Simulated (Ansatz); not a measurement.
**Nickel, simple cubic under revPBE: ground state and equation of state**

Aim: take nickel in the simple cubic structure, relax it, solve it on a dense k-mesh, then scale the cell to 7 volumes from 88 to 112 % of the relaxed one and try a fit of the equation of state. The start is antiferromagnetic (G-type). The k-meshes are 12×12×12 for the relaxation; 19×19×19 for the dense run; 13×13×13 for the volumes.

This is Ni in the simple cubic structure; at room conditions it is fcc.

Program: Ansatz 0.2.0. Level of theory: DFT revPBE, plane waves (420 eV) with PAW, scalar-relativistic; PAW files made under PBE, frozen cores solved again for the functional. These are calculated values, not measurements.

## 1. The structure to begin with

The structure is cubic, space group Pm-3m (No. 221). The conventional cell has a = 2.278 Å, b = 2.278 Å, c = 2.278 Å, α = 90.00°, β = 90.00°, γ = 90.00°. Around Ni (site symmetry m-3m) lie 6 Ni at 2.28 Å.

Coordinates:

```cif
data_structure
_symmetry_space_group_name_H-M 'P 1'
_symmetry_Int_Tables_number 1
_cell_length_a 3.2210
_cell_length_b 3.2210
_cell_length_c 3.2210
_cell_angle_alpha 60.000
_cell_angle_beta 60.000
_cell_angle_gamma 60.000
_cell_volume 23.63
loop_
_atom_site_label
_atom_site_type_symbol
_atom_site_fract_x
_atom_site_fract_y
_atom_site_fract_z
_atom_site_occupancy
Ni1 Ni 0.00000 0.00000 0.00000 1
Ni2 Ni 0.50000 0.50000 0.50000 1
```

The atoms start with moments of +0.8, -0.8 μB.

## 2. Relaxing cell and atoms

input.yaml

```yaml
crystal:
  lattice:
    - [0.0, 2.2775907947, 2.2775907947]
    - [2.2775907947, 0.0, 2.2775907947]
    - [2.2775907947, 2.2775907947, 0.0]
  atoms:
    - { symbol: Ni, position: [0.0, 0.0, 0.0], spin: 0.8 }
    - { symbol: Ni, position: [0.5, 0.5, 0.5], spin: -0.8 }
hamiltonian:
  xc: revpbe
  pseudopotentials:
    kind: paw
    azcp:
      Ni: "pseudopotentials/Ni.paw.azcp"
basis:
  ecutwfc: 420
  fft_grid_basis: typed
kpoints:
  mp_grid: { grid: [12, 12, 12], shift: [0, 0, 0] }
magnetization:
  spin_polarized: true
scf:
  occupations: { method: fermi_dirac, width: 0.05 }
relax:
  max_steps: 60
  f_tol: 0.01
  cell: {}
output:
  write_density: true
  write_potential: true
  elf: true
  volumetric_format: npy
```

Output:

```text
Warning: RAYON_NUM_THREADS=2 ignored (pool sized by the plan → 2); use --threads N
Engine: ansatz 0.2.0, x86_64-unknown-linux-gnu
Pseudopotentials: kind: paw
Pseudopotential: Ni, paw, valence charge 18, recommended cutoff 420 eV (normal), <dir>
Functional definition: revPBE
  parameter kappa = 1.245
  parameter beta = 0.06672455060314922
  exchange = pbe_x(kappa = kappa, mu = beta*pi^2/3)
  correlation = pbe_c(beta = beta)
Crystal: 2 atoms, lattice volume = 23.630 Å³
Basis set: ecut = 420 eV, 459 PW (Γ), exchange–correlation on 48×48×48 points (8 copies of the dense FFT grid, shifted against one another)
Bands: 23, of which v1, the nominal top of the filled ones, is band 18 counted from 1 (17 counted from 0)
Symmetry: 48 space group operations
Space group: Fm-3m (ITA 225), of the structure as read, at distance tolerance 2.9e-5 Å
Magnetic group: BNS 225.121 (UNI 1623), of the structure as read, at distance tolerance 2.9e-5 Å
k-points: 72 of 1728
Non-local potential: Ni, projectors of the file, l = 0: 3, l = 1: 2, l = 2: 3, l = 3: 1
PAW form: soft (Blöchl's): semilocal exchange-correlation on the pseudo side does not see the compensation charge
PAW frozen core: Ni, regenerated for the run's functional, and the local potential with it (the file was generated under x = pbe(κ = 0.804, μ = 0.2195149727645171), c = pbe(β = 0.06672455060314922))
PAW one-centre angular grid: Ni, 590 points (default); XC on 64 Gauss nodes
Initial density: superposition of atomic densities (chi_scale 0.1, normalization cell)
Starting moments: Σ|m| = 1.6 μB on 2 of 2 sites
Starting magnetic order: antiferromagnet; a translation exchanges its spin sublattices: spin-degenerate at every k-point
Initial wavefunctions: pseudopotential atomic-orbital guess
Functional: x = revpbe(κ = 1.245, μ = 0.2195149727645171), c = pbe(β = 0.06672455060314922)
iter 1 solved again at ethr=7.20e-4 eV; its pass at ethr=3.10e-3 eV (dr2=2.59e-1 eV) is discarded
SCF iter   1: F=—  HF=-11682.394538 eV  |F-HF|=—  |Δ(HF+E_count)|=         —  Δρ=3.23e-2 (↑3.23e-2 ↓3.23e-2)  dr2=2.60e-1  dr2_m=1.10e-1  M=0.000 μB ∫|m|=1.201 μB  β_m=0.30  ethr=7.20e-4  ⟨swp⟩=1.0  Hψ=8489  notcnv=0
Mixer restart at iter 1: flushing history
preconditioner: auto → Kerker (q_TF=auto, 2.927 Å⁻¹)  [metal: Δε(μ)=0.006 eV  Ē_g=8.408 eV  σ=0.050 eV  W_gap=0.03  n_scr=14 (ndim 8)  ℏωp=34.2 eV  f_vac=0.000  D(μ)=5.68/eV (n_scr^D=112)]
spin=Collinear: Kerker preconditioning applied to the charge; magnetization (m = ρ↑ − ρ↓) channel mixes plain (no charge-response kernel on spin).
SCF iter   2: F=—  HF=-11683.130448 eV  |F-HF|=—  |Δ(HF+E_count)|=         —  Δρ=8.14e-2 (↑8.14e-2 ↓8.14e-2)  dr2=7.74e-2  dr2_m=1.38e0  M=0.000 μB ∫|m|=0.318 μB  β_m=0.30  ethr=7.20e-4  ⟨swp⟩=2.2  Hψ=2606  notcnv=0
Mixer restart at iter 2: flushing history
SCF iter   3: F=—  HF=-11683.853910 eV  |F-HF|=—  |Δ(HF+E_count)|=   7.23e-1  Δρ=6.44e-2 (↑6.44e-2 ↓6.44e-2)  dr2=1.17e-1  dr2_m=8.44e-1  M=0.000 μB ∫|m|=0.232 μB  β_m=0.60  ethr=2.15e-4  ⟨swp⟩=2.6  Hψ=3110  notcnv=0
SCF iter   4: F=—  HF=-11685.119728 eV  |F-HF|=—  |Δ(HF+E_count)|=    1.27e0  Δρ=6.74e-3 (↑6.74e-3 ↓6.74e-3)  dr2=2.04e-2  dr2_m=1.78e-3  M=0.000 μB ∫|m|=0.009 μB  β_m=0.70  ethr=2.15e-4  ⟨swp⟩=3.2  Hψ=3861  notcnv=0  defer=1
SCF iter   5: F=—  HF=-11685.112582 eV  |F-HF|=—  |Δ(HF+E_count)|=   7.15e-3  Δρ=1.06e-2 (↑1.06e-2 ↓1.06e-2)  dr2=7.47e-2  dr2_m=3.29e-4  M=0.000 μB ∫|m|=0.004 μB  β_m=0.58  ethr=5.66e-5  ⟨swp⟩=2.8  Hψ=3827  notcnv=0  defer=1
SCF iter   6: F=—  HF=-11685.095239 eV  |F-HF|=—  |Δ(HF+E_count)|=   1.73e-2  Δρ=2.88e-3 (↑2.88e-3 ↓2.88e-3)  dr2=2.46e-3  dr2_m=3.48e-4  M=0.000 μB ∫|m|=0.004 μB  β_m=0.79  ethr=5.66e-5  ⟨swp⟩=2.2  Hψ=2924  notcnv=0  defer=1
SCF iter   7: F=—  HF=-11685.095990 eV  |F-HF|=—  |Δ(HF+E_count)|=   7.50e-4  Δρ=2.18e-3 (↑2.18e-3 ↓2.18e-3)  dr2=1.79e-3  dr2_m=7.15e-6  M=0.000 μB ∫|m|=0.001 μB  β_m=0.90  ethr=6.84e-6  ⟨swp⟩=2.0  Hψ=2685  notcnv=0  defer=1
SCF iter   8: F=—  HF=-11685.096026 eV  |F-HF|=—  |Δ(HF+E_count)|=   3.62e-5  Δρ=3.72e-4 (↑3.72e-4 ↓3.72e-4)  dr2=1.00e-4  dr2_m=2.80e-7  M=0.000 μB ∫|m|=0.000 μB  β_m=0.95  ethr=4.97e-6  ⟨swp⟩=2.0  Hψ=2562  notcnv=0  defer=1
SCF iter   9: F=—  HF=-11685.096022 eV  |F-HF|=—  |Δ(HF+E_count)|=   3.68e-6  Δρ=5.63e-5 (↑5.63e-5 ↓5.63e-5)  dr2=1.46e-6  dr2_m=1.01e-7  M=0.000 μB ∫|m|=0.000 μB  β_m=0.97  ethr=2.78e-7  ⟨swp⟩=2.0  Hψ=2257  notcnv=0  defer=1
SCF iter  10: F=—  HF=-11685.096022 eV  |F-HF|=—  |Δ(HF+E_count)|=   1.54e-7  Δρ=7.12e-6 (↑7.12e-6 ↓7.12e-6)  dr2=2.90e-8  dr2_m=7.77e-12  M=0.000 μB ∫|m|=0.000 μB  β_m=0.99  ethr=4.05e-9  ⟨swp⟩=2.2  Hψ=2638  notcnv=0  defer=1
SCF iter  11: F=-11685.096022 eV  HF=-11685.096022 eV  |F-HF|=2.06e-10  |Δ(HF+E_count)|=   1.93e-8  Δρ=1.46e-6 (↑1.46e-6 ↓1.46e-6)  dr2=1.10e-9  dr2_m=2.27e-11  M=0.000 μB ∫|m|=0.000 μB  ethr=8.07e-11  ⟨swp⟩=6.0  Hψ=9613  notcnv=0
WARN: the starting moments were not kept: the SCF closed with an absolute magnetisation of 3.5e-6 μB, where they sum to 1.6 μB in size (2 sites). That is at most 0.1 of that sum. Measured as dr2_m measures the in/out step, that magnetisation stands 1.6e-11 eV from none, at or under the dr2_threshold of 1.0e-7 eV: it is no larger than a step whose dr2_m would equal this threshold. The system may hold no moment; this SCF shows only that its start led to no more than that. To try another start: raise the starting moments (crystal.atoms[].spin, magnetization.per_species, magnetization.initial_magnetization, or on a non-collinear deck that types none of these the spinor_matrix: blocks that start its atoms; where the total moment is fixed, keep their sum and leave initial_magnetization as it is; typed ones take the place of any that the run laid by itself, positive ones on a crystal's lanthanoids without a Hubbard term where scf.initial_density.shell_occupations: [] is typed) or, if the notice of its spin-set hold's release reads "site moments contracting" or "site moments show no strong build", lengthen the hold (scf.mixing.spin_hold: { on: { confirm: 4 } }; for m-r²SCAN on two components see the key's manual first). Each may lead to a state that holds a moment. A second SCF, from the converged charge density, with the starting moments and any scf.initial_density.shell_occupations laid on it anew, would have followed, and was not run: the deck does not ask for one (magnetization.retry_lost_moments is false, the default). To let it run, set magnetization.retry_lost_moments: true and run the deck again, where that key's refused combinations let it; where memory then withholds it, that run's warning says so.
SCF 1 converged in 11 iterations: F = -11685.096022 eV  dr2 = 1.10e-9
relax step   1: F+E_penalty+E_count = -11685.09602231 eV  Δ(F+E_penalty+E_count) = +0.000e0 eV  max|allowed force component| = 2.803e-45 eV/Å  Δτ_max = 0.0000 Å  P = +13.937 GPa  Ω = 23.630 Å³  (11 SCF iters, dr2 threshold 1.00e-7 eV, accepted)
[... 18 lines left out ...]
relax step   2: F+E_penalty+E_count = -11685.15506294 eV  Δ(F+E_penalty+E_count) = -5.904e-2 eV  max|allowed force component| = 2.767e-45 eV/Å  Δτ_max = 0.0000 Å  P = +6.877 GPa  Ω = 24.558 Å³  energy of the carried Pulay correction = -5.252e-4 eV  (9 SCF iters, dr2 threshold 2.00e-7 eV, accepted)
[... 15 lines left out ...]
relax step   3: F+E_penalty+E_count = -11685.17751222 eV  Δ(F+E_penalty+E_count) = -2.245e-2 eV  max|allowed force component| = 1.366e-45 eV/Å  Δτ_max = 0.0000 Å  P = +0.879 GPa  Ω = 25.534 Å³  energy of the carried Pulay correction = -1.057e-3 eV  (10 SCF iters, dr2 threshold 2.00e-7 eV, accepted)
[... 12 lines left out ...]
relax step   4: F+E_penalty+E_count = -11685.17786901 eV  Δ(F+E_penalty+E_count) = -3.568e-4 eV  max|allowed force component| = 1.363e-45 eV/Å  Δτ_max = 0.0000 Å  P = +0.002 GPa  Ω = 25.696 Å³  energy of the carried Pulay correction = -1.143e-3 eV  (7 SCF iters, dr2 threshold 2.00e-7 eV, accepted)
[... 17 lines left out ...]
relax step   5: F+E_penalty+E_count = -11685.17865453 eV  Δ(F+E_penalty+E_count) = -7.855e-4 eV  max|allowed force component| = 0.000e0 eV/Å  Δτ_max = 0.0000 Å  P = -0.032 GPa  Ω = 25.696 Å³  stress off target by 3.16e-2 GPa  SCF on the basis re-selected at this cell (its energy is not comparable with the rows above)  (11 SCF iters)
basis re-selected at this cell: Δ(F+E_penalty+E_count) = -7.855e-4 eV, ΔP = -0.034 GPa vs the last step (what re-selecting the basis moved, of the pressure what is left beyond the Pulay correction that the steps carried, after the strain that the cell walked since its last selection, with what the two solves' SCF thresholds leave and, on support functions, any second-order correction that the steps lacked; it is no measure of the basis error at this ecutwfc). This SCF's stress stands 3.16e-2 GPa from its target on what of the cell is left free (relax.cell.stress_tol is 5.00e-2 GPa) and its largest allowed force component is 0.00e0 eV/Å (relax.f_tol is 1.00e-2 eV/Å): within both
SCF converged after 11 iterations
Magnetization: 0.0000 μB (18.0000 up, 18.0000 down)
Absolute magnetization: 0.0000 μB (∫|ρ↑−ρ↓|, with the PAW one-centre terms)
Spin contamination: 0.0000 ħ² per cell (⟨S²⟩ above its minimum at these occupations)
Per-site moments (μB) at R_I (Å): [(4.852166435090886e-9, 0.9661322464913001), (-4.852166435090886e-9, 0.9661322464913001)]
Free energy (F): -11685.178655 eV
Harris-Foulkes:  -11685.178655 eV  (|F-HF|=9.09e-12)
Internal energy: -11685.132591 eV  (E = F + TS)
E sigma→0 (E₀):  -11685.155623 eV
Entropy (-TS):   -0.046064 eV (-23.032 meV/atom)
Fermi energy:    14.677106 eV
--- Per-component energies (eV) ---
  E_band       = -679.715813
  E_kinetic    = 564.221247
  E_local      = -7625.902161  (includes V_loc(G=0)·N_el)
  E_nonlocal   = 1278.915800
  E_hartree    = 3190.426709
  E_xc         = -167.251845
  E_vxc        = -215.279940  (∫ρ·V_xc dr)
  E_paw        = -3273.650813  (= ΣΔE_a)
  E_vpaw       = -1062.524888  (= ΣTr[D̂ρ^β])
  E_aug_tail   = 0.001009  (compensation charges beyond the density's cutoff)
  E_ewald      = -5651.829572
  E_core_change = -0.062964  (= ΣΔE_core)
  E_smearing   = -0.046064  (= −TS)
  E_closure    = -0.000000  (closes the sum)
  Σ components = -11685.178655   (vs F -11685.178655, Δ=0.00e0)
--- Forces (eV/Å), atoms counted from 1 ---
  atom   1  Ni    -0.00000000     0.00000000    -0.00000000
  atom   2  Ni     0.00000000     0.00000000     0.00000000
  max |Σ_I F_I| component: 5.63e-29 eV/Å
--- Stress (GPa, compression-positive) ---
       -0.031560       0.000000       0.000000
        0.000000      -0.031560      -0.000000
        0.000000      -0.000000      -0.031560
  P = ⅓ Tr σ = -0.0316 GPa (-0.316 kbar)
--- Band table (eV; the first three rows and the last of 144) ---
  k-point 0 ↑: bands = ["-88.2757", "-88.2019", "-48.6768", "-48.6768", "-48.6768", "-48.5018", "-48.5018", "-48.5018", "6.8391", "11.4916", "11.4916", "11.8397", "11.8397", "11.8397", "14.7454", "14.7454", "14.7454", "15.4937", "15.4937", "26.3654", "26.3654", "26.3654", "28.3986"]
  k-point 1 ↑: bands = ["-88.2744", "-88.2032", "-48.6743", "-48.6740", "-48.6740", "-48.5052", "-48.5049", "-48.5049", "6.9912", "11.5357", "11.5357", "11.8301", "11.8962", "11.8962", "14.7023", "14.7119", "14.7119", "15.3919", "15.3919", "25.1575", "26.3344", "26.3344", "28.2623"]
  k-point 2 ↑: bands = ["-88.2706", "-88.2068", "-48.6667", "-48.6655", "-48.6655", "-48.5153", "-48.5139", "-48.5139", "7.4415", "11.6674", "11.6674", "11.8057", "12.0600", "12.0600", "14.5837", "14.6106", "14.6106", "15.1068", "15.1068", "22.7751", "26.2921", "26.2921", "28.4069"]
  k-point 71 ↓: bands = ["-88.2383", "-88.2383", "-48.7129", "-48.7129", "-48.5924", "-48.5924", "-48.4744", "-48.4744", "11.6653", "11.6653", "11.8582", "11.8582", "13.1688", "13.1688", "13.8231", "13.8231", "14.3667", "14.3667", "16.8703", "16.8703", "18.7374", "18.7374", "31.2971"]
--- Relaxed structure (4 steps of the walk, 4 accepted, 1 SCFs on fresh bases) ---
  F+E_penalty+E_count = -11685.17865453 eV   max|allowed force component| = 0.000e0 eV/Å   (the final SCF, on the basis selected at the relaxed cell)
  cell:  # Å, volume = 25.6961 Å³
    - [-4.299220217289301e-34, 2.3421387793728488, 2.3421387793728488]
    - [2.3421387793728488, 2.6432243065982335e-34, 2.3421387793728488]
    - [2.3421387793728488, 2.3421387793728488, 3.1018077250251905e-33]
  atoms:
    - { symbol: Ni, position: [0.0, 0.0, 0.0] }
    - { symbol: Ni, position: [0.5, 0.5, 0.5] }
```

It took 13 s on 2 threads of an x86-64 CPU, shared host; peak memory 0.4 GiB.

Step by step:

```tsv
step	energy change (meV/atom)	largest force (eV/Å)	pressure (GPa)	volume (Å³/atom)
1	0.00	0.0000	13.94	11.815
2	-29.52	0.0000	6.88	12.279
3	-40.74	0.0000	0.88	12.767
4	-40.92	0.0000	0.00	12.848
5	-41.32	0.0000	-0.03	12.848
```

Steps that repeat a cell are solved on a basis chosen anew, so their changes of energy are no gain of the relaxation.

The cell of the run, before and after:

|  | before | after | change |
| --- | --- | --- | --- |
| a (Å) | 3.221 | 3.312 | +2.8 % |
| b (Å) | 3.221 | 3.312 | +2.8 % |
| c (Å) | 3.221 | 3.312 | +2.8 % |
| volume (Å³/atom) | 11.815 | 12.848 | +8.7 % |
| shortest distance (Å) | 2.278 | 2.342 | +2.8 % |
| space group (spins left aside) | Pm-3m | Pm-3m | same |

## 3. The energy on a finer k-mesh

input.yaml

```yaml
crystal:
  lattice:
    - [0.0, 2.3421387794, 2.3421387794]
    - [2.3421387794, 0.0, 2.3421387794]
    - [2.3421387794, 2.3421387794, 0.0]
  atoms:
    - { symbol: Ni, position: [0.0, 0.0, 0.0], spin: 0.8 }
    - { symbol: Ni, position: [0.5, 0.5, 0.5], spin: -0.8 }
hamiltonian:
  xc: revpbe
  pseudopotentials:
    kind: paw
    azcp:
      Ni: "pseudopotentials/Ni.paw.azcp"
basis:
  ecutwfc: 420
  fft_grid_basis: typed
kpoints:
  mp_grid: { grid: [19, 19, 19], shift: [0, 0, 0] }
magnetization:
  spin_polarized: true
scf:
  occupations: { method: fermi_dirac, width: 0.05 }
```

Output (excerpt; [...] marks lines left out):

```text
Warning: RAYON_NUM_THREADS=2 ignored (pool sized by the plan → 2); use --threads N
[...]
Pseudopotentials: kind: paw
Pseudopotential: Ni, paw, valence charge 18, recommended cutoff 420 eV (normal), <dir>
Functional definition: revPBE
[...]
Crystal: 2 atoms, lattice volume = 25.696 Å³
Basis set: ecut = 420 eV, 531 PW (Γ)
Bands: 23, of which v1, the nominal top of the filled ones, is band 18 counted from 1 (17 counted from 0)
Symmetry: 48 space group operations
Space group: Fm-3m (ITA 225), of the structure as read, at distance tolerance 3.0e-5 Å
[...]
WARN: the starting moments were not kept: 1 of 2 ended reversed and 1 kept their direction, counting a site from 0.1 of the cell's largest site moment. The largest reversed, site 0 (counted from 0, in the order of the report's site_moments_mub), started with +0.8 μB and closes at -6.2e-1 [...]
SCF converged after 2 iterations
Magnetization: -1.2143 μB (17.3929 up, 18.6071 down)
Absolute magnetization: 1.2953 μB (∫|ρ↑−ρ↓|, with the PAW one-centre terms)
Spin contamination: 0.0077 ħ² per cell (⟨S²⟩ above its minimum at these occupations)
Per-site moments (μB) at R_I (Å): [(-0.624738650135957, 0.9661322465025001), (-0.6247386609659384, 0.9661322465025001)]
Free energy (F): -11685.218279 eV
[...]
E sigma→0 (E₀):  -11685.200813 eV
Entropy (-TS):   -0.034932 eV (-17.466 meV/atom)
Fermi energy:    14.778878 eV
[...]
--- Band table (eV; the first three rows and the last of 440) ---
[... band rows left out ...]
[...]
```

Run time: 82 s. Hardware: 2 threads of an x86-64 CPU, shared host; peak memory 1 GiB.

## 4. The cell scaled to 88 % of its volume

input.yaml

```yaml
crystal:
  lattice:
    - [0.0, 2.2444340511, 2.2444340511]
    - [2.2444340511, 0.0, 2.2444340511]
    - [2.2444340511, 2.2444340511, 0.0]
  atoms:
    - { symbol: Ni, position: [0.0, 0.0, 0.0], spin: -0.625 }
    - { symbol: Ni, position: [0.5, 0.5, 0.5], spin: -0.625 }
hamiltonian:
  xc: revpbe
  pseudopotentials:
    kind: paw
    azcp:
      Ni: "pseudopotentials/Ni.paw.azcp"
basis:
  ecutwfc: 420
  fft_grid_basis: typed
kpoints:
  mp_grid: { grid: [13, 13, 13], shift: [0, 0, 0] }
magnetization:
  spin_polarized: true
scf:
  occupations: { method: fermi_dirac, width: 0.05 }
  lower_state_search: "off"
output:
  stress: true
```

Output (excerpt; [...] marks lines left out):

```text
Warning: RAYON_NUM_THREADS=2 ignored (pool sized by the plan → 2); use --threads N
[...]
Pseudopotentials: kind: paw
Pseudopotential: Ni, paw, valence charge 18, recommended cutoff 420 eV (normal), <dir>
Functional definition: revPBE
[...]
Crystal: 2 atoms, lattice volume = 22.613 Å³
Basis set: ecut = 420 eV, 459 PW (Γ)
Bands: 23, of which v1, the nominal top of the filled ones, is band 18 counted from 1 (17 counted from 0)
Symmetry: 96 space group operations
[...]
Spin contamination: 0.0038 ħ² per cell (⟨S²⟩ above its minimum at these occupations)
Per-site moments (μB) at R_I (Å): [(-0.47711493450345765, 0.9258290460787499), (-0.47711493450345765, 0.9258290460787499)]
Free energy (F): -11685.002038 eV
[...]
E sigma→0 (E₀):  -11684.988697 eV
Entropy (-TS):   -0.026682 eV (-13.341 meV/atom)
Fermi energy:    17.424895 eV
[...]
--- Stress (GPa, compression-positive) ---
       24.428592       0.000000      -0.000000
        0.000000      24.428592      -0.000000
        0.000000      -0.000000      24.428592
  P = ⅓ Tr σ = 24.4286 GPa (244.286 kbar)
```

Wall time 4.3 s (2 threads of an x86-64 CPU, shared host); peak memory 0.36 GiB.

## 5. The cell scaled to 92 % of its volume

input.yaml: that of step 4 with these lines changed.

```diff
@@ -2,5 +2,5 @@
   lattice:
-    - [0.0, 2.2444340511, 2.2444340511]
-    - [2.2444340511, 0.0, 2.2444340511]
-    - [2.2444340511, 2.2444340511, 0.0]
+    - [0.0, 2.2779380063, 2.2779380063]
+    - [2.2779380063, 0.0, 2.2779380063]
+    - [2.2779380063, 2.2779380063, 0.0]
   atoms:
```

Output (excerpt; [...] marks lines left out):

```text
Warning: RAYON_NUM_THREADS=2 ignored (pool sized by the plan → 2); use --threads N
[...]
Pseudopotentials: kind: paw
Pseudopotential: Ni, paw, valence charge 18, recommended cutoff 420 eV (normal), <dir>
Functional definition: revPBE
[...]
Crystal: 2 atoms, lattice volume = 23.640 Å³
Basis set: ecut = 420 eV, 459 PW (Γ)
Bands: 23, of which v1, the nominal top of the filled ones, is band 18 counted from 1 (17 counted from 0)
Symmetry: 96 space group operations
[...]
Spin contamination: 0.0047 ħ² per cell (⟨S²⟩ above its minimum at these occupations)
Per-site moments (μB) at R_I (Å): [(-0.5110240338703648, 0.9396494275987499), (-0.5110240338703647, 0.9396494275987499)]
Free energy (F): -11685.126209 eV
[...]
E sigma→0 (E₀):  -11685.111932 eV
Entropy (-TS):   -0.028554 eV (-14.277 meV/atom)
Fermi energy:    16.463555 eV
[...]
--- Stress (GPa, compression-positive) ---
       14.680888      -0.000000       0.000000
        0.000000      14.680888       0.000000
        0.000000       0.000000      14.680888
  P = ⅓ Tr σ = 14.6809 GPa (146.809 kbar)
```

It took 7.6 s on 2 threads of an x86-64 CPU, shared host; peak memory 0.37 GiB.

## 6. The cell scaled to 96 % of its volume

input.yaml: that of step 5 with these lines changed.

```diff
@@ -2,5 +2,5 @@
   lattice:
-    - [0.0, 2.2779380063, 2.2779380063]
-    - [2.2779380063, 0.0, 2.2779380063]
-    - [2.2779380063, 2.2779380063, 0.0]
+    - [0.0, 2.310484375, 2.310484375]
+    - [2.310484375, 0.0, 2.310484375]
+    - [2.310484375, 2.310484375, 0.0]
   atoms:
```

Output (excerpt; [...] marks lines left out):

```text
Warning: RAYON_NUM_THREADS=2 ignored (pool sized by the plan → 2); use --threads N
[...]
Pseudopotentials: kind: paw
Pseudopotential: Ni, paw, valence charge 18, recommended cutoff 420 eV (normal), <dir>
Functional definition: revPBE
[...]
Crystal: 2 atoms, lattice volume = 24.668 Å³
Basis set: ecut = 420 eV, 531 PW (Γ)
Bands: 23, of which v1, the nominal top of the filled ones, is band 18 counted from 1 (17 counted from 0)
Symmetry: 96 space group operations
[...]
Spin contamination: 0.0059 ħ² per cell (⟨S²⟩ above its minimum at these occupations)
Per-site moments (μB) at R_I (Å): [(-0.5542735469385452, 0.9530748046875), (-0.5542735469385451, 0.9530748046875)]
Free energy (F): -11685.194836 eV
[...]
E sigma→0 (E₀):  -11685.179593 eV
Entropy (-TS):   -0.030486 eV (-15.243 meV/atom)
Fermi energy:    15.586192 eV
[...]
--- Stress (GPa, compression-positive) ---
        7.022498      -0.000000       0.000000
       -0.000000       7.022498       0.000000
        0.000000      -0.000000       7.022498
  P = ⅓ Tr σ = 7.0225 GPa (70.225 kbar)
```

Run time: 4.7 s. Hardware: 2 threads of an x86-64 CPU, shared host; peak memory 0.37 GiB.

(Part 1 of 2 ends here.)
